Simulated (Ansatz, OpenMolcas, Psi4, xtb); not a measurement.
# A ladder of methods for CH4N2O (urea)

CH4N2O has 8 atoms, charge 0, and is taken as a singlet. As SMILES, `NC(N)=O`. The coordinates come from a PBE0-D4/def2-TZVP relaxation. This is one conformer, not always the lowest.

```xyz
8

N    -0.0912    1.1532   -0.2361
C    -0.2424   -0.2061   -0.3910
N     0.3264   -0.9533    0.6153
O    -0.8251   -0.7014   -1.3304
H    -0.6705    1.6930   -0.8566
H    -0.0039    1.5211    0.6961
H     0.3871   -1.9340    0.3995
H     1.1196   -0.5725    1.1032
```

Quantity: the atomisation enthalpy at 298 K, in kJ/mol. The values are calculated. The thermal term (zero-point and 298 K enthalpy, harmonic and unscaled) is that of PBE0-D4/def2-TZVP; the spin-orbit lowering of the free atoms at 298 K, 0.4 kJ/mol by their spectra, is taken off.

Measured value to compare with: CRC Handbook of Chemistry and Physics; in doubt: it may be an older value or an estimate gives the atomisation enthalpy at 298 K of the gas as 3029 kJ/mol.

| level | kind | program | value (kJ/mol) | computed − measured |
| --- | --- | --- | --- | --- |
| GFN0-xTB | semi-empirical | xtb | 3774 | +745 |
| HF/def2-SVPD | Hartree–Fock | OpenMolcas | 1965 | -1064 |
| SVWN5/def2-SVPD | LDA | OpenMolcas | 3672 | +643 |
| PBE/def2-SVPD | GGA | OpenMolcas | 3205 | +176 |
| TPSS/def2-SVPD | meta-GGA | OpenMolcas | 3067 | +38 |
| r2SCAN/def2-SVPD | meta-GGA | Ansatz | 3064 | +35 |
| M06-2X/def2-SVPD | hybrid meta-GGA | OpenMolcas | 3060 | +31 |
| HSE06/def2-SVPD | range-separated hybrid | Psi4 | 3075 | +46 |
| MP2/def2-SVPD | perturbation theory | Ansatz | 2933 | -96 |
| CCSD(T)/def2-SVPD | coupled cluster or CI | Ansatz | 2853 | -176 |

Nearest: M06-2X/def2-SVPD (+31 kJ/mol); farthest: HF/def2-SVPD (-1064 kJ/mol). Computed less measured by kind, in kJ/mol (def2-SVPD rows): semi-empirical +745; Hartree–Fock -1064; LDA +643; GGA +176; meta-GGA +35 to +38; global hybrid +31; range-separated hybrid +46; perturbation theory -96; coupled cluster or CI -176. Wave-function methods converge slowly with the basis and bind too weakly in sets of this size; that is part of their error here. The xTB rows lack spin polarisation, so open shells miss the exchange term that lowers them.
